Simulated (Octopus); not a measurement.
# CsPbCl3 (Pm-3m) in Octopus: equation of state

Aim: energy against volume of CsPbCl3 in PBEsol, for its equilibrium volume and stiffness.

Everything below comes from runs of Octopus 16.4. Logs are shortened: lines on timing, memory, paths and dates and some standing lists are left out, and cuts for length are marked.

## (1) The crystal as given

The structure is cubic, space group Pm-3m (No. 221). The conventional cell has a = 5.605 Å, b = 5.605 Å, c = 5.605 Å, α = 90.00°, β = 90.00°, γ = 90.00°. Around Pb (site symmetry m-3m) lie 6 Cl at 2.80 Å. Around Cs (site symmetry m-3m) lie 12 Cl at 3.96 Å. Cl (site symmetry 4/mmm) is surrounded by 2 Pb at 2.80 Å.

## (2) Equation of state, PBEsol, 35.22 Å³/atom

File inp:

```
CalculationMode = gs
UnitsOutput = eV_Angstrom
PeriodicDimensions = 3
ExperimentalFeatures = yes
PseudopotentialSet = pseudodojo_pbesol
%LatticeParameters
 1*angstrom | 1*angstrom | 1*angstrom
%
%LatticeVectors
 5.605 | 0 | 0
 0 | 5.605 | 0
 0 | 0 | 5.605
%
%ReducedCoordinates
 "Pb" | 0.5 | 0.5 | 0.5
 "Cs" | 0 | 0 | 0
 "Cl" | 0.5 | 0 | 0.5
 "Cl" | 0 | 0.5 | 0.5
 "Cl" | 0.5 | 0.5 | 0
%
%Spacing
 0.13670732*angstrom | 0.13670732*angstrom | 0.13670732*angstrom
%
DerivativesOrder = 8
%KPointsGrid
 5 | 5 | 5
%
KPointsUseSymmetries = yes
XCFunctional = gga_x_pbe_sol + gga_c_pbe_sol
SmearingFunction = fermi_dirac
Smearing = 0.05*eV
ExtraStates = 9
Eigensolver = chebyshev_filter
ConvRelDens = 3e-7
MaximumIter = 120
Mixing = 0.2
```

Potentials or basis: pseudodojo_pbesol (PseudoDojo 0.4, PBEsol).

Command:

```
$ OMP_NUM_THREADS=1 octopus > out.log
```

out.log:

```text
Running octopus

[... 13 lines left out ...]

Input: [AllElectronType = no]
Input: [PseudopotentialSet = pseudodojo_pbesol]
Reading Coordinates from ReducedCoordinates block

****************************** Species *******************************
  Species 'Pb'
    type             : pseudopotential
    file             : 'Pb.upf'
    file format      : UPF2
    valence charge   : 14.0
    atomic number    :  82
    form on file     : kleinman-bylander
    lmax             : 2
    llocal           : -1
    projectors per l : 2
    total projectors : 6
    application form : kleinman-bylander
    orbitals         :  9
    bound orbitals   :  9

  Species 'Cs'
    type             : pseudopotential
    file             : 'Cs.upf'
    file format      : UPF2
    valence charge   : 9.0
    atomic number    :  55
    form on file     : kleinman-bylander
    lmax             : 3
    llocal           : -1
    projectors per l : 2
    total projectors : 8
    application form : kleinman-bylander
    orbitals         :  5
    bound orbitals   :  5

  Species 'Cl'
    type             : pseudopotential
    file             : 'Cl.upf'
    file format      : UPF2
    valence charge   : 7.0
    atomic number    :  17
    form on file     : kleinman-bylander
    lmax             : 2
    llocal           : -1
    projectors per l : 2
    total projectors : 6
    application form : kleinman-bylander
    orbitals         :  4
    bound orbitals   :  4

**********************************************************************

***************************** Symmetries *****************************
Space group No.  221
International: Pm-3m
Schoenflies: Oh^1
Info: The system has    48 symmorphic symmetries that can be used.
  Index                Rotation matrix                      Fractional translations
    1 :     1   0   0     0   1   0     0   0   1      0.000000    0.000000    0.000000
    2 :    -1   0   0     0  -1   0     0   0  -1      0.000000    0.000000    0.000000
    3 :     0   1   0    -1   0   0     0   0   1      0.000000    0.000000    0.000000
    4 :     0  -1   0     1   0   0     0   0  -1      0.000000    0.000000    0.000000
    5 :    -1   0   0     0  -1   0     0   0   1      0.000000    0.000000    0.000000
    6 :     1   0   0     0   1   0     0   0  -1      0.000000    0.000000    0.000000
[... 40 lines left out ...]
   47 :     1   0   0     0   0   1     0  -1   0      0.000000    0.000000    0.000000
   48 :    -1   0   0     0   0  -1     0   1   0      0.000000    0.000000    0.000000
Info: The system also has     0 nonsymmorphic symmetries (not used for electrons).
**********************************************************************

Input: [CurvMethod = curv_affine]
Input: [DerivativesStencil = stencil_star]

****************************** Lattice *******************************
  Lattice Vectors [A]
    5.605000    0.000000    0.000000
    0.000000    5.605000    0.000000
    0.000000    0.000000    5.605000
  Cell volume =           176.0868 [A^3]
  Reciprocal-Lattice Vectors [A^-1]
    1.120996    0.000000    0.000000
    0.000000    1.120996    0.000000
    0.000000    0.000000    1.120996
  Cell angles [degree]
    alpha =   90.000
    beta  =   90.000
    gamma =   90.000
**********************************************************************

Checking if the generated full k-point grid is symmetric

    10 k-points generated from parameters :
 ---------------------------------------------------
    n =    5    5    5

[... 65 lines left out ...]
    local part     =  1.2 A
    non-local part =  1.4 A
    orbitals       =  6.3 A

Info: Pseudopotential for Cs
  Radii for localized parts:
    local part     =  2.1 A
    non-local part =  1.6 A
    orbitals       =  8.7 A

Info: Pseudopotential for Cl
  Radii for localized parts:
    local part     =  1.2 A
    non-local part =  1.4 A
    orbitals       =  4.2 A

Input: [RelativisticCorrection = non_relativistic]
[... 11 lines left out ...]
      Block       2 contains       4 states:       5 -       8
      Block       3 contains       4 states:       9 -      12
      Block       4 contains       4 states:      13 -      16
      Block       5 contains       4 states:      17 -      20
      Block       6 contains       4 states:      21 -      24
      Block       7 contains       4 states:      25 -      28
      Block       8 contains       3 states:      29 -      31
Info: Ground-state allocation done.
Info: Could not find 'restart/gs' directory for restart.
[... 18 lines left out ...]
** Warning:
**   Cannot do LCAO for all states because there are not enough atomic orbitals.
**   Required: 31. Available: 26. 5 orbitals will be randomized.

Info: Unnormalized total charge =     44.411507
Info: Renormalized total charge =     44.000000
Info: Setting up Hamiltonian.
Info: Performing initial LCAO calculation with     26 orbitals.
Info: Getting Hamiltonian matrix elements.

Eigenvalues [eV]
 #st  Spin   Eigenvalue      Occupation
#k =       1, k = (  0.000000,  0.000000,  0.000000)
   1   --   -19.198449       2.000000
   2   --   -15.720548       2.000000
   3   --   -15.720548       2.000000
   4   --   -15.294163       2.000000
   5   --   -15.294163       2.000000
   6   --   -15.294163       2.000000
[... 18 lines left out ...]
  25   --     7.232458       0.000000
  26   --     7.232458       0.000000
#k =       2, k = (  0.200000,  0.000000,  0.000000)
   1   --   -19.186264       2.000000
   2   --   -15.510283       2.000000
   3   --   -15.152821       2.000000
   4   --   -15.023325       2.000000
   5   --   -14.763811       2.000000
   6   --   -14.673610       2.000000
[... 18 lines left out ...]
  25   --     7.432472       0.000000
  26   --     7.605467       0.000000
[... 8 further k-points ...]
Fermi energy =     3.307446 eV
Generating random wavefunctions for states       27 and above
Orthogonalizing wavefunctions.
Info: Ground-state restart information will be written to 'restart/gs'.
Info: SCF using complex wavefunctions.
Info: Starting SCF iteration.

** Warning:
**   Symmetrization discrepancy ratio (scalar) =  1.80024E-02

*********************** SCF CYCLE ITER #    1 ************************
 etot  = -3.94562342E+03 abs_ev   =  6.32E+01 rel_ev   =  1.70E-01
 ediff =        1.45E+02 abs_dens =  4.57E+00 rel_dens =  1.04E-01
Matrix vector products: 250
Converged eigenvectors: 0

#  State  KPoint  Eigenvalue [eV]  Occupation    Error
      1       1      -19.204769    2.000000   ( 4.2E-05)
      1       2      -19.203640    2.000000   ( 4.8E-04)
      1       3      -19.202592    2.000000   ( 9.5E-04)
      1       5      -19.201795    2.000000   ( 1.1E-03)
      1       4      -19.201627    2.000000   ( 1.3E-03)
      1       6      -19.200808    2.000000   ( 2.3E-03)
      1       7      -19.199936    2.000000   ( 2.8E-03)
      1       8      -19.199207    2.000000   ( 3.5E-03)
[... 23 lines left out ...]
     30       3       12.417705    0.000000   ( 2.4E-01)
     31       9       12.627387    0.000000   ( 2.5E-01)
     31       8       12.971640    0.000000   ( 2.5E-01)
     31      10       13.107284    0.000000   ( 2.2E-01)
     31       3       13.559044    0.000000   ( 1.9E-01)
     31       4       13.666027    0.000000   ( 2.5E-01)
     31       2       14.000753    0.000000   ( 1.7E-01)
     31       1       15.602368    0.000000   ( 1.2E-01)

Density of states:

----------------------------------%-----------------------------------
----------------------------------%-----------------------------------
--------%-----------------%-------%-----------------------------------
--------%-----------------%------%%-----------------------------------
--------%-----------------%------%%-----------------------------------
-------%%-----------------%------%%-----------------------------------
-------%%%%---------------%------%%-----------------------------------
%------%%%%---------------%------%%--------------%--------------------
%------%%%%---------------%---%%%%%-----------%--%-%---%-%%---%-------
%------%%%%------------%%%%---%%%%%-%%--------%%-%%%%--%%%%%%%%%------
                                         ^

Fermi energy =     1.511248 eV

**********************************************************************

** Warning:
**   Symmetrization discrepancy ratio (scalar) =  1.84592E-02

*********************** SCF CYCLE ITER #    2 ************************
 etot  = -3.92491767E+03 abs_ev   =  1.06E+01 rel_ev   =  2.93E-02
 ediff =        7.61E-01 abs_dens =  7.21E-01 rel_dens =  1.64E-02
Matrix vector products: 250
Converged eigenvectors: 0
[... 211 lines left out ...]
*********************** SCF CYCLE ITER #   20 ************************
 etot  = -3.89095344E+03 abs_ev   =  1.41E-04 rel_ev   =  4.11E-07
 ediff =        1.42E-05 abs_dens =  1.05E-05 rel_dens =  2.39E-07
Matrix vector products: 250
Converged eigenvectors: 10

#  State  KPoint  Eigenvalue [eV]  Occupation    Error
      1       1      -19.717209    2.000000   ( 2.5E-08)
      1       2      -19.716432    2.000000   ( 1.8E-08)
      1       3      -19.715701    2.000000   ( 2.4E-08)
      1       5      -19.715174    2.000000   ( 1.7E-08)
      1       4      -19.715012    2.000000   ( 1.8E-08)
      1       6      -19.714517    2.000000   ( 2.6E-08)
      1       7      -19.713897    2.000000   ( 2.4E-08)
      1       8      -19.713454    2.000000   ( 2.6E-08)
[... 23 lines left out ...]
     31       7        8.150062    0.000000   ( 1.6E-02)
     30      10        8.226509    0.000000   ( 9.4E-03)
     31       9        8.245682    0.000000   ( 1.6E-02)
     30       5        8.359202    0.000000   ( 8.0E-03)
     31       6        8.538572    0.000000   ( 1.8E-02)
     31       8        8.539309    0.000000   ( 2.5E-02)
     31       5        8.764518    0.000000   ( 2.0E-02)
     31      10        8.836083    0.000000   ( 2.9E-02)

Density of states:

--------------------------------%-------------------------------------
------------%-------------------%-------------------------------------
------------%-------------------%------------%------------------------
------------%-------------------%------------%------------------------
-----------%%-------------------%------------%%-----------------------
-----------%%---%---------------%------------%%-----------------------
-----------%%---%---------------%-----------%%%-----------------%%-%--
%----------%%---%%--------------%-----------%%%---------------%-%%%%--
%----------%%---%%--------------%---------%-%%%-----------%---%%%%%%%-
%----------%%--%%%-------------%%%------%%%%%%%%%%-------%%%-%%%%%%%%-
                                                      ^

Fermi energy =     2.737890 eV

**********************************************************************

Info: SCF converged in   20 iterations

** Warning:
**   Some of the states are not fully converged!

Info: Number of matrix-vector products:       5000
Info: Finished writing information to 'restart/gs'.

Octopus emitted 23 warnings.
```

It took 6 min on 1 thread of Arm Neoverse V2, shared host; peak memory 0.95 GiB.

Results:

| Property | Result |
| --- | --- |
| Free energy | -3890.9533 eV |
| Band gap on the k mesh | 2.86 eV, direct |

Caveat: spin-orbit coupling is left out, which as a rule narrows the gap of such compounds by several tenths of an eV; an odd mesh through Γ misses points on the zone boundary, where band edges often lie.

## (3) Equation of state, PBEsol, 34.51 Å³/atom (volume scaled by 0.98)

inp, as its differences from that of step 2:

```diff
@@ -9,5 +9,5 @@
 %LatticeVectors
- 5.605 | 0 | 0
- 0 | 5.605 | 0
- 0 | 0 | 5.605
+ 5.5673814169 | 0 | 0
+ 0 | 5.5673814169 | 0
+ 0 | 0 | 5.5673814169
 %
@@ -21,3 +21,3 @@
 %Spacing
- 0.13670732*angstrom | 0.13670732*angstrom | 0.13670732*angstrom
+ 0.13578979*angstrom | 0.13578979*angstrom | 0.13578979*angstrom
 %
```

Potentials or basis: pseudodojo_pbesol (PseudoDojo 0.4, PBEsol).

Command:

```
$ OMP_NUM_THREADS=1 octopus > out.log
```

It took 5.7 min on 1 thread of Arm Neoverse V2, shared host; peak memory 0.96 GiB.

It converged, with:

```yaml
Free_energy: -3890.9435 eV
Band_gap_on_the_k_mesh: 2.81 eV, direct
```

Caveat: spin-orbit coupling is left out, which as a rule narrows the gap of such compounds by several tenths of an eV; an odd mesh through Γ misses points on the zone boundary, where band edges often lie.

## (4) Equation of state, PBEsol, 35.92 Å³/atom (volume scaled by 1.02)

inp, as its differences from that of step 3:

```diff
@@ -9,5 +9,5 @@
 %LatticeVectors
- 5.5673814169 | 0 | 0
- 0 | 5.5673814169 | 0
- 0 | 0 | 5.5673814169
+ 5.6421202871 | 0 | 0
+ 0 | 5.6421202871 | 0
+ 0 | 0 | 5.6421202871
 %
@@ -21,3 +21,3 @@
 %Spacing
- 0.13578979*angstrom | 0.13578979*angstrom | 0.13578979*angstrom
+ 0.13761269*angstrom | 0.13761269*angstrom | 0.13761269*angstrom
 %
```

Command:

```
$ OMP_NUM_THREADS=1 octopus > out.log
```

Run time: 6 min. Hardware: 1 thread of Arm Neoverse V2, shared host; peak memory 0.95 GiB.

Results (log left out):

* Free energy: -3890.9579 eV
* Band gap on the k mesh: 2.90 eV, direct

Caveat: spin-orbit coupling is left out, which as a rule narrows the gap of such compounds by several tenths of an eV; an odd mesh through Γ misses points on the zone boundary, where band edges often lie.

## (5) Equation of state, PBEsol, 33.81 Å³/atom (volume scaled by 0.96)

inp, as its differences from that of step 4:

```diff
@@ -9,5 +9,5 @@
 %LatticeVectors
- 5.6421202871 | 0 | 0
- 0 | 5.6421202871 | 0
- 0 | 0 | 5.6421202871
+ 5.5292474706 | 0 | 0
+ 0 | 5.5292474706 | 0
+ 0 | 0 | 5.5292474706
 %
@@ -21,3 +21,3 @@
 %Spacing
- 0.13761269*angstrom | 0.13761269*angstrom | 0.13761269*angstrom
+ 0.13485969*angstrom | 0.13485969*angstrom | 0.13485969*angstrom
 %
```

Command:

```
$ OMP_NUM_THREADS=1 octopus > out.log
```

It took 6.1 min on 1 thread of Arm Neoverse V2, shared host; peak memory 0.96 GiB.

Results (log left out):

```yaml
Free_energy: -3890.9201 eV
Band_gap_on_the_k_mesh: 2.76 eV, direct
```

Caveat: spin-orbit coupling is left out, which as a rule narrows the gap of such compounds by several tenths of an eV; an odd mesh through Γ misses points on the zone boundary, where band edges often lie.

## (6) Equation of state, PBEsol, 36.63 Å³/atom (volume scaled by 1.04)

inp, as its differences from that of step 5:

```diff
@@ -9,5 +9,5 @@
 %LatticeVectors
- 5.5292474706 | 0 | 0
- 0 | 5.5292474706 | 0
- 0 | 0 | 5.5292474706
+ 5.6787584584 | 0 | 0
+ 0 | 5.6787584584 | 0
+ 0 | 0 | 5.6787584584
 %
@@ -21,3 +21,3 @@
 %Spacing
- 0.13485969*angstrom | 0.13485969*angstrom | 0.13485969*angstrom
+ 0.13850630*angstrom | 0.13850630*angstrom | 0.13850630*angstrom
 %
```

Potentials or basis: pseudodojo_pbesol (PseudoDojo 0.4, PBEsol).

Command:

```
$ OMP_NUM_THREADS=1 octopus > out.log
```

Run time: 6 min. Hardware: 1 thread of Arm Neoverse V2, shared host; peak memory 0.95 GiB.

The run converged. Its results:

- Free energy: -3890.9453 eV
- Band gap on the k mesh: 2.94 eV, direct

Caveat: spin-orbit coupling is left out, which as a rule narrows the gap of such compounds by several tenths of an eV; an odd mesh through Γ misses points on the zone boundary, where band edges often lie.

## (7) Equation of state, PBEsol, 33.10 Å³/atom (volume scaled by 0.94)

inp, as its differences from that of step 6:

```diff
@@ -9,5 +9,5 @@
 %LatticeVectors
- 5.6787584584 | 0 | 0
- 0 | 5.6787584584 | 0
- 0 | 0 | 5.6787584584
+ 5.4905801394 | 0 | 0
+ 0 | 5.4905801394 | 0
+ 0 | 0 | 5.4905801394
 %
@@ -21,3 +21,3 @@
 %Spacing
- 0.13850630*angstrom | 0.13850630*angstrom | 0.13850630*angstrom
+ 0.13391659*angstrom | 0.13391659*angstrom | 0.13391659*angstrom
 %
@@ -36 +36,6 @@
 Mixing = 0.2
+%Output
+ density | cube
+ elf | cube
+ potential | cube
+%
```

Command:

```
$ OMP_NUM_THREADS=1 octopus > out.log
```

It took 6.1 min on 1 thread of Arm Neoverse V2, shared host; peak memory 0.96 GiB.

It converged, with:

```yaml
Free_energy: -3890.8828 eV
Band_gap_on_the_k_mesh: 2.71 eV, direct
```

Caveat: spin-orbit coupling is left out, which as a rule narrows the gap of such compounds by several tenths of an eV; an odd mesh through Γ misses points on the zone boundary, where band edges often lie.

## (8) Equation of state, PBEsol, 37.33 Å³/atom (volume scaled by 1.06)

inp, as its differences from that of step 7:

```diff
@@ -9,5 +9,5 @@
 %LatticeVectors
- 5.4905801394 | 0 | 0
- 0 | 5.4905801394 | 0
- 0 | 0 | 5.4905801394
+ 5.7149298697 | 0 | 0
+ 0 | 5.7149298697 | 0
+ 0 | 0 | 5.7149298697
 %
@@ -21,3 +21,3 @@
 %Spacing
- 0.13391659*angstrom | 0.13391659*angstrom | 0.13391659*angstrom
+ 0.13938853*angstrom | 0.13938853*angstrom | 0.13938853*angstrom
 %
```

Command:

```
$ OMP_NUM_THREADS=1 octopus > out.log
```

Run time: 6.2 min. Hardware: 1 thread of Arm Neoverse V2, shared host; peak memory 0.95 GiB.

The run converged. Its results:

```yaml
Free_energy: -3890.9218 eV
Band_gap_on_the_k_mesh: 2.98 eV, direct
```

Caveat: spin-orbit coupling is left out, which as a rule narrows the gap of such compounds by several tenths of an eV; an odd mesh through Γ misses points on the zone boundary, where band edges often lie.

## (9) Equation of state, PBEsol

Potentials or basis: pseudodojo_pbesol (PseudoDojo 0.4, PBEsol).

No new run: the results of the series are fitted here.

What came out:

* Equilibrium volume: 35.61 Å³/atom (rough: see the caveat)
* Bulk modulus: 27 GPa (rough)

Energy against volume, from the lowest point:
```
volume (Å³/atom)  energy (meV/atom)
          33.104              15.02
          33.809               7.57
          34.513               2.88
          35.217               0.92
          35.922               0.00
          36.626               2.52
          37.330               7.22
```

Caveat: the fit is doubtful: noisy points or a state that changes with volume; the number of grid points is fixed, so the spacing changes with the cell, which shifts volumes and moduli. Spin-orbit coupling is left out, which matters for the levels of Cs, Pb.
